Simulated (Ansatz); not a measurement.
Computed with Ansatz, DFT PBE, scalar-relativistic, plane waves, PAW. Settings: cutoff 420 eV, Γ-centred meshes spaced at most about 0.3 Å⁻¹, and about 0.25 Å⁻¹ or finer for metals (2π included), Gaussian smearing. No spin polarisation.

Each guess is relaxed in cell and atoms at zero pressure, on a coarse mesh first where it starts far from rest and then on a converged one. The steps can't lower the symmetry of the start, but it can rise. Energies are static (0 K, no zero-point motion).

Two unrelaxed guesses for Cd2S:

A.

```xyz
6
Lattice="0.0000 4.1273 4.1273 4.1273 0.0000 4.1273 4.1273 4.1273 0.0000" Properties=species:S:1:pos:R:3 pbc="T T T"
Cd    3.0955    1.0318    3.0955
Cd    3.0955    3.0955    1.0318
Cd    1.0318    3.0955    3.0955
Cd    1.0318    1.0318    1.0318
S     6.1910    6.1910    6.1910
S     4.1273    4.1273    4.1273
```

B.

```xyz
6
Lattice="5.6097 0.0000 0.0000 0.0000 5.6097 0.0000 0.0000 0.0000 5.6097" Properties=species:S:1:pos:R:3 pbc="T T T"
Cd    1.4024    1.4024    1.4024
Cd    4.2073    4.2073    1.4024
Cd    4.2073    1.4024    4.2073
Cd    1.4024    4.2073    4.2073
S     0.0000    0.0000    0.0000
S     2.8048    2.8048    2.8048
```

Question: Where do they end, and which end is lower?

Answer: B ends lower, by 42 meV/atom. A: Fd-3m at 23.4 Å³/atom → Fd-3m at 21.9 Å³/atom; B: Pn-3m at 29.4 Å³/atom → Pn-3m (cuprite type) at 34.8 Å³/atom. Counting S atoms around Cd (those within 1.25 times the shortest such distance or 1.15 times the sum of covalent radii; the shortest distance is added where it is long for a bond), the end of A has Cd 6 from 3.3 Å and the end of B has Cd 2. End of A. Conventional cell: a = 8.070 Å. Cd has 6 Cd at 2.85 Å and 6 S at 3.35 Å; around S lie 12 Cd at 3.35 Å and 4 S at 3.49 Å. End of B. Conventional cell: a = 5.933 Å. Around Cd lie 2 S at 2.57 Å; around S lie 4 Cd at 2.57 Å.

Ends held by symmetry can be saddle points. Neither end is the lowest form computed: that has space group P-4m2 (No. 115) and lies 0.51 eV/atom below the better end. Even the lowest of the cells shown lies +0.20 eV/atom against the elements. Some candidate types were left out of the draw beforehand, so a known form may be missing.
